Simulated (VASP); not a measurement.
# CoO (R3m) in VASP: further runs

One crystal, CoO, is run at these levels: r2SCAN; tasks: single point.

All numbers are computed with VASP 6.6.1; they aren't measurements. Logs are shortened: lines on timing, memory, paths and dates and some standing lists are left out, and cuts for length are marked.

## Step 1: The structure

It takes space group R3m (No. 160, trigonal). The conventional cell has a = 3.204 Å, b = 3.204 Å, c = 7.699 Å, α = 90.00°, β = 90.00°, γ = 120.00°. Co (site symmetry 3m) has 4 O at 1.91 to 1.96 Å as nearest neighbours. O (site symmetry 3m) is surrounded by 4 Co at 1.91 to 1.96 Å.

Measurements of this composition are mostly on another form, of space group No. 225.

## Step 2: Single point, r2SCAN, collinear spin, ferromagnetic start

INCAR reads:

```
SYSTEM = CoO
  PREC = Accurate
  ENCUT = 900
  EDIFF = 1E-8
  ISMEAR = 0
  SIGMA = 0.05
  LREAL = .FALSE.
  LASPH = .TRUE.
  NELM = 100
  ALGO = Normal
  ISIF = 2
  LWAVE = .FALSE.
  LCHARG = .FALSE.
  ISPIN = 2
  MAGMOM = 2 0
  LORBIT = 11
  LMAXMIX = 4
  METAGGA = R2SCAN
  LMIXTAU = .TRUE.
  NBANDS = 18
  ADDGRID = .FALSE.
```

KPOINTS reads:

```
regular mesh
0
G
  13 13 13
  0 0 0
```

POSCAR reads:

```
CoO
1.0
    1.6022198417      0.9250420569      2.5664708903
   -1.6022198417      0.9250420569      2.5664708903
    0.0000000000     -1.8500841138      2.5664708903
Co O
1 1
Direct
    0.9989783200      0.9989783200      0.9989783200
    0.7510210300      0.7510210300      0.7510210300
```

Potentials or basis: VASP PAW PBE potentials, release 64 (Co, O).

Command:

```
$ cat potpaw_PBE.64/Co/POTCAR potpaw_PBE.64/O/POTCAR > POTCAR
$ mpirun -np 1 vasp_std > vasp.out
```

OUTCAR:

```text
SYSTEM = CoO
   PREC = Accurate
   ENCUT = 900
   EDIFF = 1E-8
   ISMEAR = 0
   LREAL = .FALSE.
   LASPH = .TRUE.
   NELM = 100
   ISIF = 2
   ISPIN = 2
   LORBIT = 11
   METAGGA = R2SCAN

 ion  position               nearest neighbor table
   1  0.999  0.999  0.999-   2 1.91   2 1.96   2 1.96   2 1.96
   2  0.751  0.751  0.751-   1 1.91   1 1.96   1 1.96   1 1.96

  LATTYP: Found a trigonal (rhomboedric) cell.
 ALAT       =     3.1637926700
 COS(alpha) =     0.4870699110

  Lattice vectors:

 A1 = (   1.6022198417,   0.9250420569,   2.5664708903)
 A2 = (  -1.6022198417,   0.9250420569,   2.5664708903)
 A3 = (   0.0000000000,  -1.8500841138,   2.5664708903)

Analysis of symmetry for initial positions (statically):
=====================================================================
 Subroutine PRICEL returns:
 Original cell was already a primitive cell.

 Routine SETGRP: Setting up the symmetry group for a
 trigonal (rhombohedral) supercell.

 Subroutine GETGRP returns: Found  6 space group operations
 (whereof  6 operations were pure point group operations)
 out of a pool of 12 trial point group operations.

The static configuration has the point symmetry C_3v.

Analysis of symmetry for dynamics (positions and initial velocities):
=====================================================================
 Subroutine PRICEL returns:
 Original cell was already a primitive cell.

 Routine SETGRP: Setting up the symmetry group for a
 trigonal (rhombohedral) supercell.

 Subroutine GETGRP returns: Found  6 space group operations
 (whereof  6 operations were pure point group operations)
 out of a pool of 12 trial point group operations.

The dynamic configuration has the point symmetry C_3v.

Analysis of structural, dynamic, and magnetic symmetry:
=====================================================================
 Subroutine PRICEL returns:
 Original cell was already a primitive cell.

 Routine SETGRP: Setting up the symmetry group for a
 trigonal (rhombohedral) supercell.

 Subroutine GETGRP returns: Found  6 space group operations
 (whereof  6 operations were pure point group operations)
 out of a pool of 12 trial point group operations.

The overall configuration has the point symmetry C_3v.

 Subroutine INISYM returns: Found  6 space group operations
 (whereof  6 operations are pure point group operations),
 and found     1 'primitive' translations

[... 117 lines left out ...]
  Thomas-Fermi vector in A             =   2.543966
   LORBIT       =     11    0 simple, 1 ext, 2 COOP (PROOUT), +10 PAW based schemes
   METAGGA = R2SCAN    functional components
   LHFCALC =     F    Hartree Fock is set to
   AEXX    =    0.0000 exact exchange contribution
   IVDW    =     0    specifies the selected vdW correction
   LEPSILON=     F    determine dielectric tensor
   LRPA    =     F    only Hartree local field effects (RPA)
 spin polarized calculation
 Gauss-broadening in eV      SIGMA  =   0.05
  energy-cutoff  :      900.00
  volume of cell :       22.82
 maximum number of plane-waves:      1414
   NGX = 15   NGY = 15   NGZ = 15

 number of electron      14.9999998 magnetization       2.9996807

 Free energy of the ion-electron system (eV)
  ---------------------------------------------------
  ext. energy  EPLUGINS =         0.00000000
  ---------------------------------------------------
  free energy    TOTEN  =       -21.36281207 eV

  energy without entropy =      -21.36278595  energy(sigma->0) =      -21.36279901

 E-fermi :   5.9761     XC(G=0): -11.8433

 val. band max:        5.9389020438   @ k =   0.0000   0.0000   0.0000
 cond. band min:       6.0561188557   @ k =  -0.3077  -0.4615   0.2308
 fundamental gap:      0.1172168120
 Fermi energy:         5.9760862423

 spin component 1

 k-point     1 :       0.0000    0.0000    0.0000
  band No.  band energies     occupation
      1     -15.0841      1.00000
      2      -0.6985      1.00000
      3      -0.6314      1.00000
      4      -0.6314      1.00000
      5       3.4495      1.00000
      6       3.4495      1.00000
[... 493 lines left out ...]
     17      32.1696      0.00000
     18      33.6234      0.00000

 [... further k-points ...]

 spin component 2

 k-point     1 :       0.0000    0.0000    0.0000
  band No.  band energies     occupation
      1     -14.4869      1.00000
      2       1.1113      1.00000
      3       1.1815      1.00000
      4       1.1815      1.00000
      5       5.1381      1.00000
      6       5.1381      1.00000
[... 493 lines left out ...]
     17      32.9626      0.00000
     18      34.2876      0.00000

 [... further k-points ...]

------------------------ aborting loop because EDIFF is reached ----------------------------------------

  FORCE on cell =-STRESS in cart. coord.  units (eV):
  Direction    XX          YY          ZZ          XY          YZ          ZX
  --------------------------------------------------------------------------------------
  -------------------------------------------------------------------------------------
  Total        0.2371956      0.2371956      1.2165859      0.0000000      0.0000000      0.0000000
  in kB       16.6512169     16.6512169     85.4047781      0.0000000      0.0000000      0.0000000
  external PRESSURE =      39.5690706 kB  Pullay stress =       0.0000000 kB

 VOLUME and BASIS-vectors are now :
 -----------------------------------------------------------------------------
  energy-cutoff  :      900.00
  volume of cell :       22.82
      direct lattice vectors                 reciprocal lattice vectors
     1.602219842  0.925042057  2.566470890     0.312067038  0.180171988  0.129880037
    -1.602219842  0.925042057  2.566470890    -0.312067038  0.180171988  0.129880037
     0.000000000 -1.850084114  2.566470890     0.000000000 -0.360343977  0.129880037

 POSITION                                       TOTAL-FORCE (eV/Angst)
 -----------------------------------------------------------------------------------
      0.00000      0.00000      7.69155         0.000000      0.000000      0.375749
      0.00000      0.00000      5.78242         0.000000     -0.000000     -0.375749
 -----------------------------------------------------------------------------------
    total drift:                               -0.000000     -0.000000      0.003263

  FREE ENERGIE OF THE ION-ELECTRON SYSTEM (eV)
  ---------------------------------------------------
  free  energy   TOTEN  =       -21.3628120663 eV

  energy  without entropy=      -21.3627859477  energy(sigma->0) =      -21.36279901

 total charge

# of ion       s       p       d       tot
------------------------------------------
    1        0.359   0.469   7.164   7.992
    2        1.549   3.506   0.000   5.055
--------------------------------------------------
tot          1.908   3.975   7.164  13.047

 magnetization (x)

# of ion       s       p       d       tot
------------------------------------------
    1        0.024   0.063   2.535   2.621
    2        0.022   0.258   0.000   0.280
--------------------------------------------------
tot          0.046   0.321   2.535   2.901
```

Run time: 15 min. Hardware: 1 thread of Intel Xeon Platinum 8488C (Sapphire Rapids), shared host; peak memory 0.47 GiB.

What came out:

* Free energy: -21.3628 eV
* Pressure: 4.0 GPa
* Largest force: 0.376 eV/Å
* Band gap on the k mesh: 0.12 eV, indirect (least direct gap 0.28 eV)
* Net moment: 3.00 μB per cell
* Site moments: Co +2.62; O +0.28 μB
* Valence electrons inside the program's atomic spheres: Co 7.99; O 5.05

Forces in eV/Å, atoms in the order of the input:
```
Co   0.000  0.000  0.376
O    0.000  0.000 -0.376
```

Levels at points of the mesh, in eV from the valence-band top:
Spin up:
```
           k point  band 6  band 7  band 8  band 9  band 10  band 11  band 12  band 13
(0.00, 0.00, 0.00)   -2.49   -0.10   -0.10    0.00     0.33    14.62    14.62    15.22
```
Spin down:
| k point | band 4 | band 5 | band 6 | band 7 | band 8 | band 9 |
| --- | --- | --- | --- | --- | --- | --- |
| (0.00, 0.00, 0.00) | -4.76 | -0.80 | -0.80 | 1.15 | 3.73 | 3.73 |

Caveat: the PAW data sets were made with another functional, which shifts forces and pressure a little; an odd mesh through Γ misses points on the zone boundary, where band edges often lie; a cell with one magnetic atom can't hold antiferromagnetic order, which such compounds often take.

## Step 3: Single point, r2SCAN, collinear spin, ferromagnetic start

Changes to INCAR since step 2:

```diff
@@ -2,4 +2,4 @@
   PREC = Accurate
-  ENCUT = 900
-  EDIFF = 1E-8
+  ENCUT = 500
+  EDIFF = 1E-7
   ISMEAR = 0
```

KPOINTS reads:

```
regular mesh
0
G
  7 7 7
  0 0 0
```

POSCAR is that of step 2.

Potentials or basis: VASP PAW PBE potentials, release 64 (Co, O).

Command:

```
$ cat potpaw_PBE.64/Co/POTCAR potpaw_PBE.64/O/POTCAR > POTCAR
$ mpirun -np 1 vasp_std > vasp.out
```

It took 85 s on 1 thread of Intel Xeon Platinum 8488C (Sapphire Rapids), shared host; peak memory 0.17 GiB.

These settings aren't checked as converged: the numbers below hold their error.

Results:

| Quantity | Value |
| --- | --- |
| Free energy | -21.3525 eV |
| Pressure | 3.9 GPa |
| Largest force | 0.377 eV/Å |
| Band gap on the k mesh | 0.13 eV, indirect (least direct gap 0.31 eV) |
| Net moment | 3.00 μB per cell |
| Site moments | Co +2.62; O +0.28 μB |
| Valence electrons inside the program's atomic spheres | Co 7.99; O 5.06 |

Caveat: the PAW data sets were made with another functional, which shifts forces and pressure a little; an odd mesh through Γ misses points on the zone boundary, where band edges often lie; a cell with one magnetic atom can't hold antiferromagnetic order, which such compounds often take.

## Step 4: The reference run

An earlier run on the cell as given: functional PBE; potentials or basis VASP PAW PBE potentials, release 64 (Co, O); cutoff 520 eV; k mesh 10 × 10 × 10; occupations fermi-dirac, width 0.05 eV; collinear spin, ferromagnetic start; starting moments [2.0, 0.0] μB.

- Pressure: -0.3 GPa
- Largest force: 0.263 eV/Å
- Band gap on the k mesh: none (metal or under the smearing width)
- Net moment: 2.74 μB per cell
- Site moments: Co +2.36; O +0.29 μB
- Valence electrons inside the program's atomic spheres: Co 8.01; O 4.99
